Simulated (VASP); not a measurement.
# I (Im-3m) in VASP: notebook

Runs on I. Level: PBE. Tasks: single point.

Everything below comes from runs of VASP 6.6.1. Logs are shortened: lines on timing, memory, paths and dates and some standing lists are left out, and cuts for length are marked.

### 1 Starting point

The structure is cubic, space group Im-3m (No. 229). The conventional cell has a = 4.179 Å, b = 4.179 Å, c = 4.179 Å, α = 90.00°, β = 90.00°, γ = 90.00°. I (site symmetry m-3m) has 8 I at 3.62 Å as nearest neighbours.

The real solid is made of molecules; this cell is a model form.

### 2 Single point, PBE

File INCAR:

```
SYSTEM = I
PREC = Accurate
ENCUT = 340
EDIFF = 1E-6
ISMEAR = 0
SIGMA = 0.05
LREAL = .FALSE.
LASPH = .TRUE.
NELM = 100
ALGO = Normal
ISIF = 2
LWAVE = .FALSE.
LCHARG = .FALSE.
GGA = PE
NBANDS = 10
ADDGRID = .FALSE.
```

File KPOINTS:

```
Automatic mesh
0
G
  4 4 4
  0 0 0
```

File POSCAR:

```
I
1.0
   -2.1240960000      2.1667550000      2.1089740000
    2.1114880000     -2.1329730000      2.0625830000
    2.0399160000      2.0487930000     -2.0751920000
I
1
Direct
    0.0126280000     -0.0160290000     -0.0040210000
```

Potentials or basis: VASP PAW PBE potentials, release 64 (I).

Run with:

```
> cat potpaw_PBE.64/I/POTCAR > POTCAR
> mpirun -np 1 vasp_std > vasp.out
```

OUTCAR:

```text
SYSTEM = I
   PREC = Accurate
   ENCUT = 340
   EDIFF = 1E-6
   ISMEAR = 0
   LREAL = .FALSE.
   LASPH = .TRUE.
   NELM = 100
   ISIF = 2
   GGA = PE

 Found     36 irreducible k-points:

 Following reciprocal coordinates:
            Coordinates               Weight
  0.000000  0.000000  0.000000      1.000000
  0.250000  0.000000 -0.000000      2.000000
  0.500000  0.000000 -0.000000      1.000000
 -0.000000  0.250000 -0.000000      2.000000
  0.250000  0.250000 -0.000000      2.000000
  0.500000  0.250000 -0.000000      2.000000
   k-points           NKPTS =     36   k-points in BZ     NKDIM =     36   number of bands    NBANDS=     10
   number of dos      NEDOS =    301   number of ions     NIONS =      1
   total plane-waves  NPLWV =  13824
   dimension x,y,z NGX =    24 NGY =   24 NGZ =   24
   dimension x,y,z NGXF=    48 NGYF=   48 NGZF=   48
   ions per type =               1
   NGX,Y,Z   is equivalent  to a cutoff of  10.80, 10.96, 11.21 a.u.
   NGXF,Y,Z  is equivalent  to a cutoff of  21.60, 21.91, 22.42 a.u.
 SYSTEM =  I
   PREC   = accura    normal or accurate (medium, high low for compatibility)
   ISTART =      0    job   : 0-new  1-cont  2-samecut
   ICHARG =      2    charge: 1-file 2-atom 10-const
   ISPIN  =      1    spin polarized calculation?
   LNONCOLLINEAR =      F non collinear calculations
   LSORBIT =      F    spin-orbit coupling
   LASPH  =      T    aspherical Exc in radial PAW
   ENCUT  =  340.0 eV  24.99 Ry    5.00 a.u.   5.56  5.48  5.35*2*pi/ulx,y,z
   NELM   =    100;   NELMIN=  2; NELMDL= -5     # of ELM steps
   EDIFF  = 0.1E-05   stopping-criterion for ELM
   LREAL  =      F    real-space projection
   EDIFFG = 0.1E-04   stopping-criterion for IOM
   NSW    =      0    number of steps for IOM
   IBRION =     -1    ionic relax: 0-MD 1-quasi-New 2-CG
   NFREE  =      0    steps in history (QN), initial steepest desc. (CG)
   ISIF   =      2    stress and relaxation
   ISYM   =      2    0-nonsym 1-usesym 2-fastsym
   POTIM  = 0.5000    time-step for ionic-motion
   TEBEG  =    0.0;   TEEND  =   0.0 temperature during run
   PSTRESS=    0.0 pullay stress
   NELECT =       7.0000    total number of electrons
   NUPDOWN=      -1.0000    fix difference up-down
   EMIN   =  10.00;   EMAX   =-10.00  energy-range for DOS
   EFERMI =   0.00;   METHOD = LEGACY
   ISMEAR =     0;   SIGMA  =   0.05  broadening in eV -4-tet -1-fermi 0-gaus
   EFERMI_NEDOS =   21; number of points for ismear=-14 and -15
   IALGO  =     38    algorithm
   IMIX   =      4    mixing-type and parameters
     AMIX     =   0.40;   BMIX     =  1.00
     AMIX_MAG =   1.60;   BMIX_MAG =  1.00
  volume/ion in A,a.u.               =      36.48       246.21
  Fermi-wavevector in a.u.,A,eV,Ry     =   0.944215  1.784308 12.130170  0.891542
  Thomas-Fermi vector in A             =   2.071998
   LORBIT       =      0    0 simple, 1 ext, 2 COOP (PROOUT), +10 PAW based schemes
   GGA     = PE    functional components
   LHFCALC =     F    Hartree Fock is set to
   AEXX    =    0.0000 exact exchange contribution
   IVDW    =     0    specifies the selected vdW correction
   LEPSILON=     F    determine dielectric tensor
   LRPA    =     F    only Hartree local field effects (RPA)
 non-spin polarized calculation
 Gauss-broadening in eV      SIGMA  =   0.05
  energy-cutoff  :      340.00
  volume of cell :       36.48
 maximum number of plane-waves:       533
 NGX is ok and might be reduce to    24

 number of electron       7.0000000 magnetization

 Free energy of the ion-electron system (eV)
  ---------------------------------------------------
  ext. energy  EPLUGINS =         0.00000000
  ---------------------------------------------------
  free energy    TOTEN  =        -1.17978828 eV

  energy without entropy =       -1.17754938  energy(sigma->0) =       -1.17866883

 E-fermi :   4.1646     XC(G=0):  -8.9142

 val. band max:        4.1564357324   @ k =   0.5000   0.2500   0.2500
 cond. band min:       4.2190640599   @ k =   0.2500   0.5000   0.2500
 fundamental gap:      0.0626283275
 Fermi energy:         4.1646429251

 k-point     1 :       0.0000    0.0000    0.0000
  band No.  band energies     occupation
      1      -9.1920      2.00000
      2       4.7634      0.00000
      3       4.9016      0.00000
      4       4.9889      0.00000
      5      10.9259      0.00000
      6      13.5772      0.00000
      7      13.7620      0.00000
      8      14.2031      0.00000
      9      16.0662      0.00000
     10      16.2790      0.00000

 k-point     2 :       0.2500    0.0000   -0.0000
  band No.  band energies     occupation
      1      -8.6217      2.00000
      2       1.9519      2.00000
      3       4.0615      1.99648
      4       4.8018      0.00000
      5      11.1270      0.00000
      6      12.2417      0.00000
      7      14.5379      0.00000
      8      15.5336      0.00000
      9      16.2866      0.00000
     10      16.6911      0.00000

 k-point     3 :       0.5000    0.0000   -0.0000
  band No.  band energies     occupation
      1      -7.8768      2.00000
      2      -0.2115      2.00000
      3       3.4281      2.00000
      4       4.6554      0.00000
      5       9.9802      0.00000
      6      11.4042      0.00000
      7      16.9370      0.00000
      8      17.2673      0.00000
      9      17.6186      0.00000
     10      18.1939      0.00000

 k-point     4 :      -0.0000    0.2500   -0.0000
  band No.  band energies     occupation
      1      -8.5884      2.00000
      2       2.0136      2.00000
      3       3.9232      2.00000
      4       4.7346      0.00000
      5      11.0428      0.00000
      6      12.1251      0.00000
      7      14.5892      0.00000
      8      15.4031      0.00000
      9      16.4205      0.00000
     10      16.5802      0.00000

 k-point     5 :       0.2500    0.2500   -0.0000
  band No.  band energies     occupation
      1      -7.8525      2.00000
      2       0.4482      2.00000
      3       2.2833      2.00000
      4       4.2813      0.00097
      5      11.3202      0.00000
      6      12.5713      0.00000
      7      14.8547      0.00000
      8      15.9957      0.00000
      9      17.8377      0.00000
     10      19.3569      0.00000

 k-point     6 :       0.5000    0.2500   -0.0000
  band No.  band energies     occupation
      1      -7.9377      2.00000
      2       0.7161      2.00000
      3       2.1245      2.00000
      4       4.2620      0.00589
      5      11.3963      0.00000
      6      12.9187      0.00000
      7      15.0040      0.00000
      8      16.0952      0.00000
      9      17.9390      0.00000
     10      19.6089      0.00000

 [... further k-points ...]

------------------------ aborting loop because EDIFF is reached ----------------------------------------

  FORCE on cell =-STRESS in cart. coord.  units (eV):
  Direction    XX          YY          ZZ          XY          YZ          ZX
  --------------------------------------------------------------------------------------
  -------------------------------------------------------------------------------------
  Total       -0.2282191     -0.2745134     -0.1670247     -1.3529061      0.2588307      0.1344749
  in kB      -10.0219680    -12.0549279     -7.3346908    -59.4112450     11.3662387      5.9053052
  external PRESSURE =      -9.8038623 kB  Pullay stress =       0.0000000 kB

 VOLUME and BASIS-vectors are now :
 -----------------------------------------------------------------------------
  energy-cutoff  :      340.00
  volume of cell :       36.48
      direct lattice vectors                 reciprocal lattice vectors
    -2.124096000  2.166755000  2.108974000     0.005496097  0.235420953  0.237828778
     2.111488000 -2.132973000  2.062583000     0.241671392  0.002899229  0.240425590
     2.039916000  2.048793000 -2.075192000     0.245788549  0.242134979 -0.001217987

 POSITION                                       TOTAL-FORCE (eV/Angst)
 -----------------------------------------------------------------------------------
      4.08253     -0.03087     -0.01069         0.000000      0.000000      0.000000
 -----------------------------------------------------------------------------------
    total drift:                               -0.000001     -0.000000      0.000000

  FREE ENERGIE OF THE ION-ELECTRON SYSTEM (eV)
  ---------------------------------------------------
  free  energy   TOTEN  =        -1.1797882830 eV

  energy  without entropy=       -1.1775493847  energy(sigma->0) =       -1.17866883
```

Wall time 4 s (1 thread of Intel Xeon Platinum 8488C (Sapphire Rapids), shared host); peak memory 0.13 GiB.

The run converged, but some of its settings lie outside the range that counts as converged, so its numbers aren't taken as properties of the crystal.

What came out:

- Free energy: -1.1798 eV
- Pressure: -1.0 GPa
- Band gap on the k mesh: none (metal or under the smearing width)

Caveat: the k mesh is coarse (spacing up to 0.54 Å⁻¹), so the values aren't converged; an odd number of electrons without spin polarisation forces a metal; a magnetic or distorted state may lie lower.

### 3 Single point, PBE

This run uses another cell than the first one, of the same volume but with other edges.

Changes to INCAR since step 2:

```diff
@@ -2,3 +2,3 @@
 PREC = Accurate
-ENCUT = 340
+ENCUT = 220
 EDIFF = 1E-6
```

File KPOINTS:

```
Automatic mesh
0
G
  5 5 5
  0 0 0
```

File POSCAR:

```
I
1.0
   -2.0893754423      2.0893754423      2.0893754423
    2.0893754423     -2.0893754423      2.0893754423
    2.0893754423      2.0893754423     -2.0893754423
I
1
Direct
    0.0000000000      0.0000000000      0.0000000000
```

Potentials or basis: VASP PAW PBE potentials, release 64 (I).

Run with:

```
> cat potpaw_PBE.64/I/POTCAR > POTCAR
> mpirun -np 1 vasp_std > vasp.out
```

Run time: 2 s. Hardware: 1 thread of Intel Xeon Platinum 8488C (Sapphire Rapids), shared host; peak memory 0.11 GiB.

The run converged, but some of its settings lie outside the range that counts as converged, so its numbers aren't taken as properties of the crystal.

What came out:

```
Free energy            : -1.1165 eV
Pressure               : -1.0 GPa
Band gap on the k mesh : none (metal or under the smearing width)
```

Caveat: the k mesh is coarse (spacing up to 0.43 Å⁻¹), so the values aren't converged; an odd number of electrons without spin polarisation forces a metal; a magnetic or distorted state may lie lower.

### 4 Single point, PBE

INCAR is that of step 3.

KPOINTS is that of step 3.

File POSCAR:

```
I
1.0
   -2.1240960000      2.1667550000      2.1089740000
    2.1114880000     -2.1329730000      2.0625830000
    2.0399160000      2.0487930000     -2.0751920000
I
1
Direct
    0.0126280000     -0.0160290000     -0.0040210000
```

Potentials or basis: VASP PAW PBE potentials, release 64 (I).

Run with:

```
> cat potpaw_PBE.64/I/POTCAR > POTCAR
> mpirun -np 1 vasp_std > vasp.out
```

OUTCAR:

```text
SYSTEM = I
   PREC = Accurate
   ENCUT = 220
   EDIFF = 1E-6
   ISMEAR = 0
   LREAL = .FALSE.
   LASPH = .TRUE.
   NELM = 100
   ISIF = 2
   GGA = PE

 Found     63 irreducible k-points:

 Following reciprocal coordinates:
            Coordinates               Weight
  0.000000  0.000000  0.000000      1.000000
  0.200000  0.000000 -0.000000      2.000000
  0.400000  0.000000  0.000000      2.000000
 -0.000000  0.200000 -0.000000      2.000000
  0.200000  0.200000 -0.000000      2.000000
  0.400000  0.200000 -0.000000      2.000000
   k-points           NKPTS =     63   k-points in BZ     NKDIM =     63   number of bands    NBANDS=     10
   number of dos      NEDOS =    301   number of ions     NIONS =      1
   total plane-waves  NPLWV =   5832
   dimension x,y,z NGX =    18 NGY =   18 NGZ =   18
   dimension x,y,z NGXF=    36 NGYF=   36 NGZF=   36
   ions per type =               1
   NGX,Y,Z   is equivalent  to a cutoff of   8.10,  8.22,  8.41 a.u.
   NGXF,Y,Z  is equivalent  to a cutoff of  16.20, 16.43, 16.82 a.u.
 SYSTEM =  I
   PREC   = accura    normal or accurate (medium, high low for compatibility)
   ISTART =      0    job   : 0-new  1-cont  2-samecut
   ICHARG =      2    charge: 1-file 2-atom 10-const
   ISPIN  =      1    spin polarized calculation?
   LNONCOLLINEAR =      F non collinear calculations
   LSORBIT =      F    spin-orbit coupling
   LASPH  =      T    aspherical Exc in radial PAW
   ENCUT  =  220.0 eV  16.17 Ry    4.02 a.u.   4.47  4.40  4.30*2*pi/ulx,y,z
   NELM   =    100;   NELMIN=  2; NELMDL= -5     # of ELM steps
   EDIFF  = 0.1E-05   stopping-criterion for ELM
   LREAL  =      F    real-space projection
   EDIFFG = 0.1E-04   stopping-criterion for IOM
   NSW    =      0    number of steps for IOM
   IBRION =     -1    ionic relax: 0-MD 1-quasi-New 2-CG
   NFREE  =      0    steps in history (QN), initial steepest desc. (CG)
   ISIF   =      2    stress and relaxation
   ISYM   =      2    0-nonsym 1-usesym 2-fastsym
   POTIM  = 0.5000    time-step for ionic-motion
   TEBEG  =    0.0;   TEEND  =   0.0 temperature during run
   PSTRESS=    0.0 pullay stress
   NELECT =       7.0000    total number of electrons
   NUPDOWN=      -1.0000    fix difference up-down
   EMIN   =  10.00;   EMAX   =-10.00  energy-range for DOS
   EFERMI =   0.00;   METHOD = LEGACY
   ISMEAR =     0;   SIGMA  =   0.05  broadening in eV -4-tet -1-fermi 0-gaus
   EFERMI_NEDOS =   21; number of points for ismear=-14 and -15
   IALGO  =     38    algorithm
   IMIX   =      4    mixing-type and parameters
     AMIX     =   0.40;   BMIX     =  1.00
     AMIX_MAG =   1.60;   BMIX_MAG =  1.00
  volume/ion in A,a.u.               =      36.48       246.21
  Fermi-wavevector in a.u.,A,eV,Ry     =   0.944215  1.784308 12.130170  0.891542
  Thomas-Fermi vector in A             =   2.071998
   LORBIT       =      0    0 simple, 1 ext, 2 COOP (PROOUT), +10 PAW based schemes
   GGA     = PE    functional components
   LHFCALC =     F    Hartree Fock is set to
   AEXX    =    0.0000 exact exchange contribution
   IVDW    =     0    specifies the selected vdW correction
   LEPSILON=     F    determine dielectric tensor
   LRPA    =     F    only Hartree local field effects (RPA)
 non-spin polarized calculation
 Gauss-broadening in eV      SIGMA  =   0.05
  energy-cutoff  :      220.00
  volume of cell :       36.48
 maximum number of plane-waves:       278
 NGX is ok and might be reduce to    18

 number of electron       6.9999999 magnetization

 Free energy of the ion-electron system (eV)
  ---------------------------------------------------
  ext. energy  EPLUGINS =         0.00000000
  ---------------------------------------------------
  free energy    TOTEN  =        -1.13338421 eV

  energy without entropy =       -1.12968583  energy(sigma->0) =       -1.13153502

 E-fermi :   4.1687     XC(G=0):  -8.9212

 val. band max:        4.1594063775   @ k =  -0.0000   0.2000  -0.0000
 cond. band min:       4.1719811713   @ k =  -0.4000  -0.0000   0.2000
 fundamental gap:      0.0125747938
 Fermi energy:         4.1687169970

 k-point     1 :       0.0000    0.0000    0.0000
  band No.  band energies     occupation
      1      -9.1987      2.00000
      2       4.7402      0.00000
      3       4.8929      0.00000
      4       5.0031      0.00000
      5      10.9145      0.00000
      6      13.6149      0.00000
      7      13.7572      0.00000
      8      14.1950      0.00000
      9      16.0666      0.00000
     10      16.2882      0.00000
[... 53 lines left out ...]
 k-point     6 :       0.4000    0.2000   -0.0000
  band No.  band energies     occupation
      1      -7.7675      2.00000
      2       0.2107      2.00000
      3       2.1178      2.00000
      4       4.2617      0.00853
      5      11.1806      0.00000
      6      12.6447      0.00000
      7      15.3022      0.00000
      8      16.0503      0.00000
      9      18.9796      0.00000
     10      20.0634      0.00000

 [... further k-points ...]

------------------------ aborting loop because EDIFF is reached ----------------------------------------

  FORCE on cell =-STRESS in cart. coord.  units (eV):
  Direction    XX          YY          ZZ          XY          YZ          ZX
  --------------------------------------------------------------------------------------
  -------------------------------------------------------------------------------------
  Total       -0.2476190     -0.2063727     -0.1957716     -0.8316452      0.3807910     -0.0751239
  in kB      -10.8738916     -9.0626104     -8.5970768    -36.5207006     16.7219779     -3.2989778
  external PRESSURE =      -9.5111929 kB  Pullay stress =       0.0000000 kB

 VOLUME and BASIS-vectors are now :
 -----------------------------------------------------------------------------
  energy-cutoff  :      220.00
  volume of cell :       36.48
      direct lattice vectors                 reciprocal lattice vectors
    -2.124096000  2.166755000  2.108974000     0.005496097  0.235420953  0.237828778
     2.111488000 -2.132973000  2.062583000     0.241671392  0.002899229  0.240425590
     2.039916000  2.048793000 -2.075192000     0.245788549  0.242134979 -0.001217987

 POSITION                                       TOTAL-FORCE (eV/Angst)
 -----------------------------------------------------------------------------------
      4.08253     -0.03087     -0.01069        -0.000000      0.000000     -0.000000
 -----------------------------------------------------------------------------------
    total drift:                                0.000002     -0.000001     -0.000001

  FREE ENERGIE OF THE ION-ELECTRON SYSTEM (eV)
  ---------------------------------------------------
  free  energy   TOTEN  =        -1.1333842129 eV

  energy  without entropy=       -1.1296858333  energy(sigma->0) =       -1.13153502
```

stdout:

```text
POSCAR found type information on POSCAR I
 POSCAR found :  1 types and       1 ions
 scaLAPACK will be used
 LDA part: xc-table for (Slater+PW92), standard interpolation
 POSCAR, INCAR and KPOINTS ok, starting setup
 FFT: planning ... GRIDC
 FFT: planning ... GRID_SOFT
 FFT: planning ... GRID
 WAVECAR not read
 entering main loop
```

It took 4 s on 1 thread of Intel Xeon Platinum 8488C (Sapphire Rapids), shared host; peak memory 0.11 GiB.

The run converged, but some of its settings lie outside the range that counts as converged, so its numbers aren't taken as properties of the crystal.

What came out:

| Quantity | Value |
| --- | --- |
| Free energy | -1.1334 eV |
| Pressure | -1.0 GPa |
| Band gap on the k mesh | none (metal or under the smearing width) |

Caveat: the k mesh is coarse (spacing up to 0.43 Å⁻¹), so the values aren't converged; an odd number of electrons without spin polarisation forces a metal; a magnetic or distorted state may lie lower.
